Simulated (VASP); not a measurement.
# SnSe (Fm-3m) in VASP: single point with PBE

Aim: the single point of SnSe with PBE.

Program: VASP 6.6.1. These are calculated values, not measurements. Logs are shortened: lines on timing, memory, paths and dates and some standing lists are left out, and cuts for length are marked.

## 1. The structure

Symmetry: Fm-3m, No. 225, cubic system. Conventional cell: a = 6.066 Å, b = 6.066 Å, c = 6.066 Å, α = 90.00°, β = 90.00°, γ = 90.00°. Around Sn (site symmetry m-3m) lie 6 Se at 3.03 Å. Se (site symmetry m-3m) has 6 Sn at 3.03 Å as nearest neighbours.

Measurements of this composition are mostly on another form, of space group No. 62.

## 2. Single point, PBE

INCAR

```
SYSTEM = SnSe
PREC = Accurate ; ENCUT = 520
EDIFF = 1E-6 ; ISMEAR = -1
SIGMA = 0.0107 ; LREAL = .FALSE.
LASPH = .TRUE. ; NELM = 80
ALGO = Fast ; ISIF = 2
LWAVE = .FALSE. ; LCHARG = .FALSE.
GGA = PE ; NBANDS = 17
```

KPOINTS

```
Automatic mesh
0
G
  7 7 7
  0 0 0
```

POSCAR

```
SnSe
1.0
    0.0000000000      3.0331350000      3.0331350000
    3.0331350000      0.0000000000      3.0331350000
    3.0331350000      3.0331350000      0.0000000000
Sn Se
1 1
Direct
    0.0000000000      0.0000000000      0.0000000000
    0.5000000000      0.5000000000      0.5000000000
```

Potentials or basis: VASP PAW PBE potentials, release 64 (Sn_d, Se).

The run is started by

```
$ cat potpaw_PBE.64/Sn_d/POTCAR potpaw_PBE.64/Se/POTCAR > POTCAR
$ mpirun -np 1 vasp_std > vasp.out
```

OUTCAR:

```text
SYSTEM = SnSe
   PREC = Accurate
   ENCUT = 520
   EDIFF = 1E-6
   ISMEAR = -1
   LREAL = .FALSE.
   LASPH = .TRUE.
   NELM = 80
   ISIF = 2
   GGA = PE

 ion  position               nearest neighbor table
   1  0.000  0.000  0.000-   2 3.03   2 3.03   2 3.03   2 3.03   2 3.03   2 3.03
   2  0.500  0.500  0.500-   1 3.03   1 3.03   1 3.03   1 3.03   1 3.03   1 3.03

  LATTYP: Found a face centered cubic cell.
 ALAT       =     6.0662700000

  Lattice vectors:

 A1 = (   0.0000000000,   3.0331350000,   3.0331350000)
 A2 = (   3.0331350000,   0.0000000000,   3.0331350000)
 A3 = (   3.0331350000,   3.0331350000,   0.0000000000)

Analysis of symmetry for initial positions (statically):
=====================================================================
 Subroutine PRICEL returns:
 Original cell was already a primitive cell.

 Routine SETGRP: Setting up the symmetry group for a
 face centered cubic supercell.

 Subroutine GETGRP returns: Found 48 space group operations
 (whereof 48 operations were pure point group operations)
 out of a pool of 48 trial point group operations.

The static configuration has the point symmetry O_h .

Analysis of symmetry for dynamics (positions and initial velocities):
=====================================================================
 Subroutine PRICEL returns:
 Original cell was already a primitive cell.

 Routine SETGRP: Setting up the symmetry group for a
 face centered cubic supercell.

 Subroutine GETGRP returns: Found 48 space group operations
 (whereof 48 operations were pure point group operations)
 out of a pool of 48 trial point group operations.

The dynamic configuration has the point symmetry O_h .

 Subroutine INISYM returns: Found 48 space group operations
 (whereof 48 operations are pure point group operations),
 and found     1 'primitive' translations

----------------------------------------------------------------------------------------

                                     Primitive cell

  volume of cell :      55.8091

  direct lattice vectors                    reciprocal lattice vectors
     0.000000000  3.033135000  3.033135000    -0.164845943  0.164845943  0.164845943
     3.033135000  0.000000000  3.033135000     0.164845943 -0.164845943  0.164845943
     3.033135000  3.033135000  0.000000000     0.164845943  0.164845943 -0.164845943

  length of vectors
     4.289500654  4.289500654  4.289500654     0.285521549  0.285521549  0.285521549

  position of ions in fractional coordinates (direct lattice)
     0.000000000  0.000000000  0.000000000
     0.500000000  0.500000000  0.500000000

  ion indices of the primitive-cell ions
   primitive index   ion index
                 1           1
                 2           2

----------------------------------------------------------------------------------------

 KPOINTS: Automatic mesh

Automatic generation of k-mesh.
 Grid dimensions read from file:
 generate k-points for:    7    7    7

 Generating k-lattice:

  Cartesian coordinates                     Fractional coordinates (reciprocal lattice)
    -0.023549420  0.023549420  0.023549420     0.142857143  0.000000000  0.000000000
     0.023549420 -0.023549420  0.023549420     0.000000000  0.142857143  0.000000000
     0.023549420  0.023549420 -0.023549420     0.000000000  0.000000000  0.142857143

  Length of vectors
     0.040788793  0.040788793  0.040788793

  Shift w.r.t. Gamma in fractional coordinates (k-lattice)
     0.000000000  0.000000000  0.000000000

 Subroutine IBZKPT returns following result:
 ===========================================

 Found     20 irreducible k-points:

 Following reciprocal coordinates:
            Coordinates               Weight
  0.000000  0.000000  0.000000      1.000000
  0.142857  0.000000  0.000000      8.000000
  0.285714  0.000000  0.000000      8.000000
  0.428571  0.000000  0.000000      8.000000
  0.142857  0.142857  0.000000      6.000000
  0.285714  0.142857  0.000000     24.000000
[... 12 lines left out ...]
 -0.428571  0.428571  0.142857     24.000000
 -0.285714  0.428571  0.142857     24.000000
   k-points           NKPTS =     20   k-points in BZ     NKDIM =     20   number of bands    NBANDS=     17
   number of dos      NEDOS =    301   number of ions     NIONS =      2
   total plane-waves  NPLWV =  32768
   dimension x,y,z NGX =    32 NGY =   32 NGZ =   32
   dimension x,y,z NGXF=    64 NGYF=   64 NGZF=   64
   ions per type =               1   1
   NGX,Y,Z   is equivalent  to a cutoff of  12.40, 12.40, 12.40 a.u.
   NGXF,Y,Z  is equivalent  to a cutoff of  24.80, 24.80, 24.80 a.u.
 SYSTEM =  SnSe
   PREC   = accura    normal or accurate (medium, high low for compatibility)
   ISTART =      0    job   : 0-new  1-cont  2-samecut
   ICHARG =      2    charge: 1-file 2-atom 10-const
   ISPIN  =      1    spin polarized calculation?
   LNONCOLLINEAR =      F non collinear calculations
   LSORBIT =      F    spin-orbit coupling
   LASPH  =      T    aspherical Exc in radial PAW
   ENCUT  =  520.0 eV  38.22 Ry    6.18 a.u.   7.98  7.98  7.98*2*pi/ulx,y,z
   NELM   =     80;   NELMIN=  2; NELMDL= -5     # of ELM steps
   EDIFF  = 0.1E-05   stopping-criterion for ELM
   LREAL  =      F    real-space projection
   EDIFFG = 0.1E-04   stopping-criterion for IOM
   NSW    =      0    number of steps for IOM
   IBRION =     -1    ionic relax: 0-MD 1-quasi-New 2-CG
   NFREE  =      0    steps in history (QN), initial steepest desc. (CG)
   ISIF   =      2    stress and relaxation
   ISYM   =      2    0-nonsym 1-usesym 2-fastsym
   POTIM  = 0.5000    time-step for ionic-motion
   TEBEG  =    0.0;   TEEND  =   0.0 temperature during run
   PSTRESS=    0.0 pullay stress
   NELECT =      20.0000    total number of electrons
   NUPDOWN=      -1.0000    fix difference up-down
   EMIN   =  10.00;   EMAX   =-10.00  energy-range for DOS
   EFERMI =   0.00;   METHOD = LEGACY
   ISMEAR =    -1;   SIGMA  =   0.01  broadening in eV -4-tet -1-fermi 0-gaus
   EFERMI_NEDOS =   21; number of points for ismear=-14 and -15
   IALGO  =     68    algorithm
   IMIX   =      4    mixing-type and parameters
     AMIX     =   0.40;   BMIX     =  1.00
     AMIX_MAG =   1.60;   BMIX_MAG =  1.00
  volume/ion in A,a.u.               =      27.90       188.31
  Fermi-wavevector in a.u.,A,eV,Ry     =   1.162831  2.197431 18.397455  1.352175
  Thomas-Fermi vector in A             =   2.299387
   LORBIT       =      0    0 simple, 1 ext, 2 COOP (PROOUT), +10 PAW based schemes
   GGA     = PE    functional components
   LHFCALC =     F    Hartree Fock is set to
   AEXX    =    0.0000 exact exchange contribution
   IVDW    =     0    specifies the selected vdW correction
   LEPSILON=     F    determine dielectric tensor
   LRPA    =     F    only Hartree local field effects (RPA)
 non-spin polarized calculation
 RMM-DIIS sequential band-by-band and
  energy-cutoff  :      520.00
  volume of cell :       55.81
 maximum number of plane-waves:      1516
   NGX = 15   NGY = 15   NGZ = 15

 number of electron      19.9999998 magnetization

 Free energy of the ion-electron system (eV)
  ---------------------------------------------------
  ext. energy  EPLUGINS =         0.00000000
  ---------------------------------------------------
  free energy    TOTEN  =        -8.22271532 eV

  energy without entropy =       -8.22271532  energy(sigma->0) =       -8.22271532

 E-fermi :   5.5303     XC(G=0):  -9.4948

 val. band max:        5.1897531420   @ k =  -0.2857   0.1429   0.0000
 cond. band min:       6.0193746429   @ k =  -0.2857   0.1429   0.0000
 fundamental gap:      0.8296215009
 Fermi energy:         5.5303420518

 k-point     1 :       0.0000    0.0000    0.0000
  band No.  band energies     occupation
      1     -16.2787      2.00000
      2     -16.2787      2.00000
      3     -16.2787      2.00000
      4     -16.2757      2.00000
      5     -16.2757      2.00000
      6      -8.3754      2.00000
[... 9 lines left out ...]
     16      11.2297      0.00000
     17      13.4753      0.00000

 k-point     2 :       0.1429    0.0000    0.0000
  band No.  band energies     occupation
      1     -16.2783      2.00000
      2     -16.2782      2.00000
      3     -16.2782      2.00000
      4     -16.2753      2.00000
      5     -16.2753      2.00000
      6      -8.2401      2.00000
[... 9 lines left out ...]
     16      11.6908      0.00000
     17      14.7419      0.00000

 k-point     3 :       0.2857    0.0000    0.0000
  band No.  band energies     occupation
      1     -16.2807      2.00000
      2     -16.2807      2.00000
      3     -16.2773      2.00000
      4     -16.2709      2.00000
      5     -16.2709      2.00000
      6      -7.8928      2.00000
[... 9 lines left out ...]
     16      12.8987      0.00000
     17      17.1914      0.00000

 k-point     4 :       0.4286    0.0000    0.0000
  band No.  band energies     occupation
      1     -16.2830      2.00000
      2     -16.2830      2.00000
      3     -16.2765      2.00000
      4     -16.2670      2.00000
      5     -16.2670      2.00000
      6      -7.5497      2.00000
[... 9 lines left out ...]
     16      14.7269      0.00000
     17      15.9305      0.00000

 k-point     5 :       0.1429    0.1429    0.0000
  band No.  band energies     occupation
      1     -16.2798      2.00000
      2     -16.2790      2.00000
      3     -16.2759      2.00000
      4     -16.2759      2.00000
      5     -16.2744      2.00000
      6      -8.1952      2.00000
[... 9 lines left out ...]
     16      12.4888      0.00000
     17      13.7331      0.00000

 k-point     6 :       0.2857    0.1429    0.0000
  band No.  band energies     occupation
      1     -16.2829      2.00000
      2     -16.2794      2.00000
      3     -16.2766      2.00000
      4     -16.2726      2.00000
      5     -16.2701      2.00000
      6      -7.9178      2.00000
[... 9 lines left out ...]
     16      13.6586      0.00000
     17      15.4263      0.00000

 k-point     7 :       0.4286    0.1429    0.0000
  band No.  band energies     occupation
      1     -16.2855      2.00000
      2     -16.2793      2.00000
      3     -16.2768      2.00000
      4     -16.2698      2.00000
      5     -16.2664      2.00000
      6      -7.5626      2.00000
[... 9 lines left out ...]
     16      15.3738      0.00000
     17      16.0978      0.00000

 k-point     8 :      -0.4286    0.1429    0.0000
  band No.  band energies     occupation
      1     -16.2852      2.00000
      2     -16.2811      2.00000
      3     -16.2751      2.00000
      4     -16.2683      2.00000
      5     -16.2668      2.00000
      6      -7.4333      2.00000
[... 9 lines left out ...]
     16      14.6101      0.00000
     17      16.5263      0.00000
[... 123 lines left out ...]
      1     -16.2988      2.00000
      2     -16.2843      2.00000
      3     -16.2692      2.00000
      4     -16.2637      2.00000
      5     -16.2637      2.00000
      6      -7.3057      2.00000
[... 9 lines left out ...]
     16      16.7410      0.00000
     17      17.8326      0.00000

 k-point    16 :      -0.4286    0.4286    0.0000
  band No.  band energies     occupation
      1     -16.2980      2.00000
      2     -16.2825      2.00000
      3     -16.2705      2.00000
      4     -16.2644      2.00000
      5     -16.2636      2.00000
      6      -7.2300      2.00000
[... 9 lines left out ...]
     16      16.4643      0.00000
     17      16.6410      0.00000

 k-point    17 :       0.4286    0.2857    0.1429
  band No.  band energies     occupation
      1     -16.2864      2.00000
      2     -16.2790      2.00000
      3     -16.2764      2.00000
      4     -16.2694      2.00000
      5     -16.2681      2.00000
      6      -7.6322      2.00000
[... 9 lines left out ...]
     16      15.0698      0.00000
     17      15.6106      0.00000

 k-point    18 :      -0.4286    0.2857    0.1429
  band No.  band energies     occupation
      1     -16.2884      2.00000
      2     -16.2780      2.00000
      3     -16.2751      2.00000
      4     -16.2700      2.00000
      5     -16.2660      2.00000
      6      -7.3670      2.00000
[... 9 lines left out ...]
     16      15.5322      0.00000
     17      16.7835      0.00000

 k-point    19 :      -0.4286    0.4286    0.1429
  band No.  band energies     occupation
      1     -16.2947      2.00000
      2     -16.2804      2.00000
      3     -16.2727      2.00000
      4     -16.2670      2.00000
      5     -16.2638      2.00000
      6      -7.2748      2.00000
[... 9 lines left out ...]
     16      16.2434      0.00000
     17      17.6075      0.00000

 k-point    20 :      -0.2857    0.4286    0.1429
  band No.  band energies     occupation
      1     -16.2921      2.00000
      2     -16.2761      2.00000
      3     -16.2742      2.00000
      4     -16.2714      2.00000
      5     -16.2638      2.00000
      6      -7.2330      2.00000
[... 9 lines left out ...]
     16      16.7818      0.00000
     17      16.8990      0.00000

------------------------ aborting loop because EDIFF is reached ----------------------------------------

  FORCE on cell =-STRESS in cart. coord.  units (eV):
  Direction    XX          YY          ZZ          XY          YZ          ZX
  --------------------------------------------------------------------------------------
  -------------------------------------------------------------------------------------
  Total       -0.0627744     -0.0627744     -0.0627744     -0.0000000     -0.0000000      0.0000000
  in kB       -1.8021383     -1.8021383     -1.8021383     -0.0000000     -0.0000000      0.0000000
  external PRESSURE =      -1.8021383 kB  Pullay stress =       0.0000000 kB

 VOLUME and BASIS-vectors are now :
 -----------------------------------------------------------------------------
  energy-cutoff  :      520.00
  volume of cell :       55.81
      direct lattice vectors                 reciprocal lattice vectors
     0.000000000  3.033135000  3.033135000    -0.164845943  0.164845943  0.164845943
     3.033135000  0.000000000  3.033135000     0.164845943 -0.164845943  0.164845943
     3.033135000  3.033135000  0.000000000     0.164845943  0.164845943 -0.164845943

 POSITION                                       TOTAL-FORCE (eV/Angst)
 -----------------------------------------------------------------------------------
      0.00000      0.00000      0.00000         0.000000      0.000000     -0.000000
      3.03314      3.03314      3.03314        -0.000000     -0.000000      0.000000
 -----------------------------------------------------------------------------------
    total drift:                                0.000000     -0.000000     -0.000000

  FREE ENERGIE OF THE ION-ELECTRON SYSTEM (eV)
  ---------------------------------------------------
  free  energy   TOTEN  =        -8.2227153211 eV

  energy  without entropy=       -8.2227153211  energy(sigma->0) =       -8.22271532
```

It took 7.4 s on 1 thread of Intel Xeon 6975P-C (Granite Rapids), shared host; peak memory 0.17 GiB.

Results:

```yaml
Free_energy: -8.2227 eV
Pressure: -0.2 GPa
```

Caveat: this odd mesh misses L, where the gap lies, so gap, dielectric constants and Born charges aren't listed.
